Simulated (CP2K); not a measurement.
WS2 (Tungstenite):

```
W S
1.0
     3.18000    0.00000    0.00000
    -1.59000    2.75396    0.00000
     0.00000    0.00000   12.50000
W S
2 4
Direct
  0.66667 0.33333 0.75000
  0.33333 0.66667 0.25000
  0.66667 0.33333 0.37500
  0.33333 0.66667 0.87500
  0.66667 0.33333 0.12500
  0.33333 0.66667 0.62500
```

Program: CP2K 2026.2. Alike in all runs: task band structure; no spin polarisation; cell as given; k mesh 10 × 10 × 3.

Problem. Order these runs on this cell by their band gap on the k mesh, lowest first.
A. level PBEsol; potentials or basis POTENTIAL_UZH W GTH-PBE-q14, S GTH-PBE-q6; TZVP-MOLOPT-PBE-GTH basis; smearing fermi-dirac 0.1 eV; EPS_DEFAULT 1.0E-9; NGRIDS 5; points a segment of the path (NPOINTS) 8; bands added on the path 6; CUTOFF of the grids 450 Ry
B. level r2SCAN; potentials or basis POTENTIAL_UZH W GTH-SCAN-q14, S GTH-SCAN-q6; TZVP-MOLOPT-SCAN-GTH basis; smearing fermi-dirac 0.05 eV; EPS_DEFAULT 1.0E-10; NGRIDS 5; points a segment of the path (NPOINTS) 8; bands added on the path 4; CUTOFF of the grids 675 Ry
C. level LDA; potentials or basis GTH_POTENTIALS W GTH-PADE-q14, S GTH-PADE-q6; TZVP-MOLOPT-PBE-GTH basis; smearing fermi-dirac 0.1 eV; EPS_DEFAULT 1.0E-9; NGRIDS 4; points a segment of the path (NPOINTS) 6; bands added on the path 4; CUTOFF of the grids 450 Ry

Solution. C (0.89 eV), A (1.07 eV), B (1.27 eV).

Caveats: spin-orbit coupling is left out, which moves the levels of the heavy elements; the basis of atomic orbitals isn't converged, which shifts pressures, moduli and gaps.

A k mesh can miss the band edges.

Runs at the PBE level aren't shown here.
